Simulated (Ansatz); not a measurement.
**TaN: straining the crystal, a shear that moves c along a**

How does TaN answer a shear that moves c along a between +0 and +12 %? At each strain the cell is held and the atoms relax, within the symmetry that is left.

Program: Ansatz 0.2.0. Level of theory: DFT PBEsol, scalar-relativistic, plane waves, PAW. These are calculated values, not measurements.

3 further runs of the same task are left out: 3 set aside as unsound or not needed.

**1. The structure to begin with**

Symmetry: P6/mmm, No. 191, hexagonal system. The conventional cell has a = 5.205 Å, b = 5.205 Å, c = 2.904 Å, α = 90.00°, β = 90.00°, γ = 120.00°. Around Ta (site symmetry 6/mmm) lie 6 N at 2.60 Å and 2 Ta at 2.90 Å. Ta (site symmetry -6m2) is surrounded by 6 N at 2.09 Å. N (site symmetry mmm) has 6 Ta at 2.09 to 2.60 Å as nearest neighbours.

Structure file:

```cif
data_structure
_symmetry_space_group_name_H-M 'P6/mmm'
_symmetry_Int_Tables_number 191
_cell_length_a 5.2051
_cell_length_b 5.2051
_cell_length_c 2.9036
_cell_angle_alpha 90.000
_cell_angle_beta 90.000
_cell_angle_gamma 120.000
_cell_volume 68.13
loop_
_atom_site_label
_atom_site_type_symbol
_atom_site_symmetry_multiplicity
_atom_site_Wyckoff_symbol
_atom_site_fract_x
_atom_site_fract_y
_atom_site_fract_z
_atom_site_occupancy
Ta1 Ta 1 a 0.00000 0.00000 0.00000 1
Ta2 Ta 2 d 0.33333 0.66667 0.50000 1
N1 N 3 f 0.50000 0.00000 0.00000 1
```

This cell was relaxed beforehand with the same method: volume 11.35 Å³/atom, gap on the mesh none (metal).

**2. Zero strain**

input.yaml reads:

```yaml
crystal:
  lattice:
    - [5.2050894132, 0.0, 0.0]
    - [-2.6025447066, 4.5077396608, 0.0]
    - [0.0, 0.0, 2.9035873911]
  atoms:
    - { symbol: Ta, position: [0.0, 0.0, 0.0] }
    - { symbol: Ta, position: [0.3333333333, 0.6666666667, 0.5] }
    - { symbol: Ta, position: [0.6666666667, 0.3333333333, 0.5] }
    - { symbol: "N", position: [0.5, 0.0, 0.0] }
    - { symbol: "N", position: [0.5, 0.5, 0.0] }
    - { symbol: "N", position: [0.0, 0.5, 0.0] }
basis:
  ecutwfc: 420
kpoints:
  mp_grid: { grid: [12, 12, 12] }
hamiltonian:
  xc: pbesol
scf:
  occupations: { method: gaussian, width: 0.1 }
output:
  forces: true
  stress: true
  eigenvalues: true
```

Run with:

```console
$ ansatz run input.yaml --threads 1 --pin off --max-ram 2560MiB --backend cpu --events-out ev --progress --plain --runs-dir out
```

Log (excerpt; [...] marks lines left out):

```text
Warning: RAYON_NUM_THREADS=1 ignored (pool sized by the plan → 1); use --threads N
[...]
Pseudopotentials: kind: paw
Pseudopotential: Ta, paw, valence charge 13, recommended cutoff 420 eV (normal), Ta.paw.azcp
Pseudopotential: N, paw, valence charge 5, recommended cutoff 420 eV (normal), N.paw.azcp
Functional definition: PBEsol
[...]
Crystal: 6 atoms, lattice volume = 68.127 Å³
Basis set: ecut = 420 eV, 1287 PW (Γ), exchange–correlation on 72×72×40 points (8 copies of the dense FFT grid, shifted against one another)
Bands: 33, of which v1, the nominal top of the filled ones, is band 27 counted from 1 (26 counted from 0)
Symmetry: 24 space group operations
Space group: P6/mmm (ITA 191), of the structure as read, at distance tolerance 4.1e-5 Å
k-points: 133 of 1728
[...]
SCF iter   1: F=—  HF=-30560.288276 eV  |F-HF|=—  |Δ(HF+E_count)|=         —  Δρ=1.17e-2  dr2=1.35e-1  ethr=1.77e-3  ⟨swp⟩=5.2  Hψ=17877  notcnv=0
[...]
SCF iter   7: F=-30560.264077 eV  HF=-30560.264077 eV  |F-HF|=1.80e-9  |Δ(HF+E_count)|=   2.74e-8  Δρ=2.60e-6  dr2=4.06e-9  ethr=1.85e-10  ⟨swp⟩=9.3  Hψ=17707  notcnv=0
[...]
SCF converged after 7 iterations
Free energy (F): -30560.264077 eV
[...]
E sigma→0 (E₀):  -30560.262450 eV
Entropy (-TS):   -0.003255 eV (-0.543 meV/atom)
Fermi energy:    19.408139 eV
[...]
--- Forces (eV/Å), atoms counted from 1 ---
  atom   1  Ta     0.00000000    -0.00000000     0.00000000
  atom   2  Ta     0.00000000    -0.00000000     0.00000000
  atom   3  Ta     0.00000000     0.00000000     0.00000000
  atom   4  N     -0.00000000    -0.00000000     0.00000000
  atom   5  N      0.00000000    -0.00000000     0.00000000
  atom   6  N      0.00000000     0.00000000     0.00000000
[...]
--- Stress (GPa, compression-positive) ---
        0.001220       0.000000       0.000000
        0.000000       0.001220       0.000000
        0.000000       0.000000       0.000689
  P = ⅓ Tr σ = 0.0010 GPa (0.010 kbar)
--- Band table (eV; the first three rows and the last of 133) ---
[...]
```

Wall time 14 s (1 thread of Arm Neoverse V1, shared host); peak memory 0.49 GiB.

This 6-atom setting of the relaxed crystal is the reference for all strained cells.

**3. The cell strained by +2.0 %**

input.yaml, as its differences from that of step 2:

```diff
@@ -4,3 +4,3 @@
     - [-2.6025447066, 4.5077396608, 0.0]
-    - [0.0, 0.0, 2.9035873911]
+    - [0.0580717478, 0.0, 2.9035873911]
   atoms:
@@ -24 +24,5 @@
   eigenvalues: true
+relax:
+  adjacent_minimum: "off"
+  f_tol: 0.008
+  max_steps: 40
```

Run with:

```console
$ ansatz run input.yaml --threads 1 --pin off --max-ram 2560MiB --backend cpu --events-out ev --progress --plain --runs-dir out
```

Log (excerpt; [...] marks lines left out):

```text
Warning: output.stress: scf.convergence.dr2_threshold = 6.4e-8 eV (the default of a walk held to its f_tol) is looser than the 6e-10 eV advised for a printed stress (1e-10 eV for each atom of the cell: 6). What an SCF threshold leaves in a stress goes as its square root, and in the free [...]
Warning: RAYON_NUM_THREADS=1 ignored (pool sized by the plan → 1); use --threads N
[...]
[... 4 set-up lines as earlier in the session ...]
[...]
Crystal: 6 atoms, lattice volume = 68.127 Å³
Basis set: ecut = 420 eV, 1295 PW (Γ), exchange–correlation on 72×72×40 points (8 copies of the dense FFT grid, shifted against one another)
Bands: 33, of which v1, the nominal top of the filled ones, is band 27 counted from 1 (26 counted from 0)
Symmetry: 4 space group operations
Space group: C2/m (ITA 12), of the structure as read, at distance tolerance 4.1e-5 Å
k-points: 476 of 1728
[...]
  atom   3  Ta     0.00000000     0.00407681     0.00000000
  atom   4  N      0.00000000     0.00000000     0.00000000
  atom   5  N      0.00000000     0.00000000     0.00000000
  atom   6  N      0.00000000     0.00000000    -0.00000000
[...]
--- Stress (GPa, compression-positive) ---
        0.029839       0.000000      -4.100882
        0.000000       0.094213       0.000000
       -4.100882       0.000000       0.224069
  P = ⅓ Tr σ = 0.1160 GPa (1.160 kbar)
--- Band table (eV; the first three rows and the last of 476) ---
[...]
--- Relaxed structure (2 steps of the walk, 2 accepted, 0 SCFs on fresh bases) ---
  F+E_penalty+E_count = -30560.24658645 eV   max|allowed force component| = 4.077e-3 eV/Å
  atoms:
    - { symbol: Ta, position: [-2.0043344966471298e-21, -4.008668993294259e-21, -1.1875367598650965e-37] }
    - { symbol: Ta, position: [0.3334085896793225, 0.666817179358645, 0.49999999999999994] }
    - { symbol: Ta, position: [0.6665914103206775, 0.33318282064135485, 0.49999999999999994] }
    - { symbol: N, position: [0.49999999999999994, -4.008668993294259e-21, 4.318315490418533e-37] }
    - { symbol: N, position: [0.5, 0.5, -8.636630980837066e-38] }
    - { symbol: N, position: [2.7755575615628914e-17, 0.5, -8.636630980837066e-38] }
```

Wall time 98 s (1 thread of Arm Neoverse V1, shared host); peak memory 0.96 GiB.

Relaxation path:

```
step  energy from step 1 (eV/cell)  largest force component (eV/Å)
   1                        0.0000                          0.0202
   2                        0.0000                          0.0041
```

Step 1 is the start.

The cell is held at each strain. Atoms start from the nearest strain of the same sign that is done.

**4. Strain +4.0 %**

input.yaml, as its differences from that of step 3:

```diff
@@ -4,7 +4,7 @@
     - [-2.6025447066, 4.5077396608, 0.0]
-    - [0.0580717478, 0.0, 2.9035873911]
+    - [0.1161434956, 0.0, 2.9035873911]
   atoms:
     - { symbol: Ta, position: [0.0, 0.0, 0.0] }
-    - { symbol: Ta, position: [0.3333333333, 0.6666666667, 0.5] }
-    - { symbol: Ta, position: [0.6666666667, 0.3333333333, 0.5] }
+    - { symbol: Ta, position: [0.3334085897, 0.6668171794, 0.5] }
+    - { symbol: Ta, position: [0.6665914103, 0.3331828206, 0.5] }
     - { symbol: "N", position: [0.5, 0.0, 0.0] }
```

Run with:

```console
$ ansatz run input.yaml --threads 1 --pin off --max-ram 2560MiB --backend cpu --events-out ev --progress --plain --runs-dir out
```

Log (excerpt; [...] marks lines left out):

```text
Warning: output.stress: scf.convergence.dr2_threshold = 6.4e-8 eV (the default of a walk held to its f_tol) is looser than the 6e-10 eV advised for a printed stress (1e-10 eV for each atom of the cell: 6). What an SCF threshold leaves in a stress goes as its square root, and in the free [...]
Warning: RAYON_NUM_THREADS=1 ignored (pool sized by the plan → 1); use --threads N
[...]
[... 4 set-up lines as earlier in the session ...]
[...]
Crystal: 6 atoms, lattice volume = 68.127 Å³
Basis set: ecut = 420 eV, 1309 PW (Γ), exchange–correlation on 72×72×40 points (8 copies of the dense FFT grid, shifted against one another)
Bands: 33, of which v1, the nominal top of the filled ones, is band 27 counted from 1 (26 counted from 0)
[... 2 set-up lines as earlier in the session ...]
k-points: 476 of 1728
[...]
  atom   2  Ta    -0.00000000    -0.00037854    -0.00000000
  atom   3  Ta     0.00000000     0.00037854     0.00000000
  atom   4  N     -0.00000000     0.00000000     0.00000000
  atom   5  N     -0.00000000     0.00000000     0.00000000
  atom   6  N      0.00000000     0.00000000     0.00000000
[...]
--- Stress (GPa, compression-positive) ---
        0.143923       0.000000      -8.167719
        0.000000       0.345178       0.000000
       -8.167720       0.000000       0.894859
  P = ⅓ Tr σ = 0.4613 GPa (4.613 kbar)
--- Band table (eV; the first three rows and the last of 476) ---
[...]
--- Relaxed structure (3 steps of the walk, 3 accepted, 0 SCFs on fresh bases) ---
  F+E_penalty+E_count = -30560.19438593 eV   max|allowed force component| = 3.785e-4 eV/Å
  atoms:
    - { symbol: Ta, position: [1.3412826358628899e-36, 0.0, -8.291165741603584e-36] }
    - { symbol: Ta, position: [0.333583650044482, 0.667167300088964, 0.49999999999999994] }
    - { symbol: Ta, position: [0.666416349955518, 0.33283269991103603, 0.49999999999999994] }
    - { symbol: N, position: [0.49999999999999994, 0.0, 2.072791435400896e-36] }
    - { symbol: N, position: [0.5, 0.5, -2.072791435400896e-36] }
    - { symbol: N, position: [2.7755575615628914e-17, 0.5, 0.0] }
```

Run time: 2.2 min. Hardware: 1 thread of Arm Neoverse V1, shared host; peak memory 0.97 GiB.

Relaxation path:

```csv
step,energy from step 1 (eV/cell),largest force component (eV/Å)
1,0.0000,0.0564
2,-0.0001,0.0113
3,-0.0001,0.0004
```

Step 1 is the start.

**5. The cell strained by +6.0 %**

input.yaml, as its differences from that of step 4:

```diff
@@ -4,7 +4,7 @@
     - [-2.6025447066, 4.5077396608, 0.0]
-    - [0.1161434956, 0.0, 2.9035873911]
+    - [0.1742152435, 0.0, 2.9035873911]
   atoms:
     - { symbol: Ta, position: [0.0, 0.0, 0.0] }
-    - { symbol: Ta, position: [0.3334085897, 0.6668171794, 0.5] }
-    - { symbol: Ta, position: [0.6665914103, 0.3331828206, 0.5] }
+    - { symbol: Ta, position: [0.33358365, 0.6671673001, 0.5] }
+    - { symbol: Ta, position: [0.66641635, 0.3328326999, 0.5] }
     - { symbol: "N", position: [0.5, 0.0, 0.0] }
```

Run with:

```console
$ ansatz run input.yaml --threads 1 --pin off --max-ram 2560MiB --backend cpu --events-out ev --progress --plain --runs-dir out
```

Log (excerpt; [...] marks lines left out):

```text
Warning: output.stress: scf.convergence.dr2_threshold = 6.4e-8 eV (the default of a walk held to its f_tol) is looser than the 6e-10 eV advised for a printed stress (1e-10 eV for each atom of the cell: 6). What an SCF threshold leaves in a stress goes as its square root, and in the free [...]
Warning: RAYON_NUM_THREADS=1 ignored (pool sized by the plan → 1); use --threads N
[...]
[... 4 set-up lines as earlier in the session ...]
[...]
Crystal: 6 atoms, lattice volume = 68.127 Å³
Basis set: ecut = 420 eV, 1321 PW (Γ), exchange–correlation on 72×72×40 points (8 copies of the dense FFT grid, shifted against one another)
Bands: 33, of which v1, the nominal top of the filled ones, is band 27 counted from 1 (26 counted from 0)
[... 2 set-up lines as earlier in the session ...]
k-points: 476 of 1728
[...]
  atom   2  Ta    -0.00000000    -0.00044332     0.00000000
  atom   3  Ta     0.00000000     0.00044332     0.00000000
  atom   4  N     -0.00000000    -0.00000000     0.00000000
  atom   5  N      0.00000000     0.00000000     0.00000000
  atom   6  N      0.00000000     0.00000000     0.00000000
[...]
--- Stress (GPa, compression-positive) ---
        0.322595       0.000000     -12.150625
        0.000000       0.772040       0.000000
      -12.150625       0.000000       2.007823
  P = ⅓ Tr σ = 1.0342 GPa (10.342 kbar)
--- Band table (eV; the first three rows and the last of 476) ---
[...]
--- Relaxed structure (3 steps of the walk, 3 accepted, 0 SCFs on fresh bases) ---
  F+E_penalty+E_count = -30560.10790707 eV   max|allowed force component| = 4.433e-4 eV/Å
  atoms:
    - { symbol: Ta, position: [-6.436267159487623e-35, 2.67030996867374e-36, 0.0] }
    - { symbol: Ta, position: [0.3338950200123979, 0.6677900400247958, 0.49999999999999994] }
    - { symbol: Ta, position: [0.6661049799876021, 0.33220995997520425, 0.49999999999999994] }
    - { symbol: N, position: [0.49999999999999994, 5.073588940480106e-35, 0.0] }
    - { symbol: N, position: [0.5, 0.5, 0.0] }
    - { symbol: N, position: [2.7755575615628914e-17, 0.5, 0.0] }
```

Run time: 2.9 min. Hardware: 1 thread of Arm Neoverse V1, shared host; peak memory 0.97 GiB.

Relaxation path:

```
step  energy from step 1 (eV/cell)  largest force component (eV/Å)
   1                        0.0000                          0.1003
   2                       -0.0003                          0.0197
   3                       -0.0003                          0.0004
```

Step 1 is the start.

**6. Strain +8.0 %**

input.yaml, as its differences from that of step 5:

```diff
@@ -4,7 +4,7 @@
     - [-2.6025447066, 4.5077396608, 0.0]
-    - [0.1742152435, 0.0, 2.9035873911]
+    - [0.2322869913, 0.0, 2.9035873911]
   atoms:
     - { symbol: Ta, position: [0.0, 0.0, 0.0] }
-    - { symbol: Ta, position: [0.33358365, 0.6671673001, 0.5] }
-    - { symbol: Ta, position: [0.66641635, 0.3328326999, 0.5] }
+    - { symbol: Ta, position: [0.33389502, 0.66779004, 0.5] }
+    - { symbol: Ta, position: [0.66610498, 0.33220996, 0.5] }
     - { symbol: "N", position: [0.5, 0.0, 0.0] }
```

Run with:

```console
$ ansatz run input.yaml --threads 1 --pin off --max-ram 2560MiB --backend cpu --events-out ev --progress --plain --runs-dir out
```

Log (excerpt; [...] marks lines left out):

```text
Warning: output.stress: scf.convergence.dr2_threshold = 6.4e-8 eV (the default of a walk held to its f_tol) is looser than the 6e-10 eV advised for a printed stress (1e-10 eV for each atom of the cell: 6). What an SCF threshold leaves in a stress goes as its square root, and in the free [...]
Warning: RAYON_NUM_THREADS=1 ignored (pool sized by the plan → 1); use --threads N
[...]
[... 4 set-up lines as earlier in the session ...]
[...]
Crystal: 6 atoms, lattice volume = 68.127 Å³
Basis set: ecut = 420 eV, 1337 PW (Γ), exchange–correlation on 72×72×40 points (8 copies of the dense FFT grid, shifted against one another)
Bands: 33, of which v1, the nominal top of the filled ones, is band 27 counted from 1 (26 counted from 0)
[... 2 set-up lines as earlier in the session ...]
k-points: 476 of 1728
[...]
  atom   2  Ta    -0.00000000    -0.00060770    -0.00000000
  atom   3  Ta     0.00000000     0.00060770     0.00000000
  atom   4  N     -0.00000000     0.00000000     0.00000000
  atom   5  N     -0.00000000     0.00000000    -0.00000000
  atom   6  N      0.00000000     0.00000000    -0.00000000
[...]
--- Stress (GPa, compression-positive) ---
        0.576379       0.000000     -15.997347
        0.000000       1.361414       0.000000
      -15.997347       0.000000       3.552182
  P = ⅓ Tr σ = 1.8300 GPa (18.300 kbar)
--- Band table (eV; the first three rows and the last of 476) ---
[...]
--- Relaxed structure (3 steps of the walk, 3 accepted, 0 SCFs on fresh bases) ---
  F+E_penalty+E_count = -30559.98810892 eV   max|allowed force component| = 6.077e-4 eV/Å
  atoms:
    - { symbol: Ta, position: [-1.4723274911642242e-36, 0.0, -1.5545935765506718e-36] }
    - { symbol: Ta, position: [0.3343251548252773, 0.6686503096505546, 0.49999999999999994] }
    - { symbol: Ta, position: [0.6656748451747228, 0.3313496903494455, 0.49999999999999994] }
    - { symbol: N, position: [0.49999999999999994, 0.0, 2.59098929425112e-36] }
    - { symbol: N, position: [0.5, 0.5, -5.18197858850224e-37] }
    - { symbol: N, position: [2.7755575615628914e-17, 0.5, -5.18197858850224e-37] }
```

Wall time 3 min (1 thread of Arm Neoverse V1, shared host); peak memory 0.96 GiB.

The steps of the relaxation:

```
step  energy from step 1 (eV/cell)  largest force component (eV/Å)
   1                        0.0000                          0.1387
   2                       -0.0005                          0.0262
   3                       -0.0005                          0.0006
```

Step 1 is the start.

**7. The cell strained by +12.0 %**

input.yaml, as its differences from that of step 6:

```diff
@@ -4,7 +4,7 @@
     - [-2.6025447066, 4.5077396608, 0.0]
-    - [0.2322869913, 0.0, 2.9035873911]
+    - [0.3484304869, 0.0, 2.9035873911]
   atoms:
     - { symbol: Ta, position: [0.0, 0.0, 0.0] }
-    - { symbol: Ta, position: [0.33389502, 0.66779004, 0.5] }
-    - { symbol: Ta, position: [0.66610498, 0.33220996, 0.5] }
+    - { symbol: Ta, position: [0.3343251548, 0.6686503097, 0.5] }
+    - { symbol: Ta, position: [0.6656748452, 0.3313496903, 0.5] }
     - { symbol: "N", position: [0.5, 0.0, 0.0] }
```

Run with:

```console
$ ansatz run input.yaml --threads 1 --pin off --max-ram 2560MiB --backend cpu --events-out ev --progress --plain --runs-dir out
```

Log (excerpt; [...] marks lines left out):

```text
Warning: output.stress: scf.convergence.dr2_threshold = 6.4e-8 eV (the default of a walk held to its f_tol) is looser than the 6e-10 eV advised for a printed stress (1e-10 eV for each atom of the cell: 6). What an SCF threshold leaves in a stress goes as its square root, and in the free [...]
Warning: RAYON_NUM_THREADS=1 ignored (pool sized by the plan → 1); use --threads N
[...]
[... 4 set-up lines as earlier in the session ...]
[...]
Crystal: 6 atoms, lattice volume = 68.127 Å³
Basis set: ecut = 420 eV, 1321 PW (Γ), exchange–correlation on 72×72×40 points (8 copies of the dense FFT grid, shifted against one another)
Bands: 33, of which v1, the nominal top of the filled ones, is band 27 counted from 1 (26 counted from 0)
[... 2 set-up lines as earlier in the session ...]
k-points: 476 of 1728
[...]
  atom   1  Ta     0.00000000     0.00000000     0.00000000
  atom   2  Ta    -0.00000000    -0.00188298    -0.00000000
  atom   3  Ta     0.00000000     0.00188298     0.00000000
  atom   4  N     -0.00000000     0.00000000    -0.00000000
  atom   5  N      0.00000000     0.00000000     0.00000000
  atom   6  N      0.00000000     0.00000000     0.00000000
[...]
--- Stress (GPa, compression-positive) ---
        1.290083       0.000000     -23.021020
        0.000000       3.026343       0.000000
      -23.021020       0.000000       7.855672
  P = ⅓ Tr σ = 4.0574 GPa (40.574 kbar)
--- Band table (eV; the first three rows and the last of 476) ---
[...]
--- Relaxed structure (4 steps of the walk, 4 accepted, 0 SCFs on fresh bases) ---
  F+E_penalty+E_count = -30559.65467932 eV   max|allowed force component| = 1.883e-3 eV/Å
  atoms:
    - { symbol: Ta, position: [9.044503924034372e-36, 0.0, 8.291165741603584e-36] }
    - { symbol: Ta, position: [0.3355196693556404, 0.6710393387112809, 0.49999999999999994] }
    - { symbol: Ta, position: [0.6644803306443595, 0.3289606612887192, 0.49999999999999994] }
    - { symbol: N, position: [0.49999999999999994, 0.0, 0.0] }
    - { symbol: N, position: [0.5, 0.5, 0.0] }
    - { symbol: N, position: [2.7755575615628914e-17, 0.5, 0.0] }
```

Run time: 3.6 min. Hardware: 1 thread of Arm Neoverse V1, shared host; peak memory 0.95 GiB.

Step by step:

| step | energy from step 1 (eV/cell) | largest force component (eV/Å) |
| --- | --- | --- |
| 1 | 0.0000 | 0.3838 |
| 2 | -0.0040 | 0.0650 |
| 3 | -0.0041 | 0.0019 |
| 4 | -0.0041 | 0.0019 |

Step 1 is the start.

**8. All strains together**

```tsv
strain (%)	ΔE (meV/atom)	a (Å)	b (Å)	c (Å)	σxx	σyy	σzz	σyz	σxz	σxy
+0.0	0.0	5.205	5.205	2.904	0.00	0.00	0.00	0.00	0.00	0.00
+2.0	2.9	5.205	5.205	2.904	0.03	0.09	0.22	0.00	-4.10	0.00
+4.0	11.6	5.205	5.205	2.906	0.14	0.35	0.89	0.00	-8.17	0.00
+6.0	26.0	5.205	5.205	2.909	0.32	0.77	2.01	0.00	-12.15	0.00
+8.0	46.0	5.205	5.205	2.913	0.58	1.36	3.55	0.00	-16.00	0.00
+12.0	101.6	5.205	5.205	2.924	1.29	3.03	7.86	0.00	-23.02	0.00
```

ΔE is over the unstrained cell. Stress in GPa, positive in compression, on the Cartesian axes of the input. 

**9. What came out**

| quantity | value |
| --- | --- |
| largest energy cost | 101.6 meV/atom at +12.0 % |
| (1/V) d²E/dε², parabola through all points | 194 GPa |

A parabola through all points has a curvature of 194 GPa, a rough value of the shear constant of this plane and direction. Spin-orbit coupling is left out for Ta.
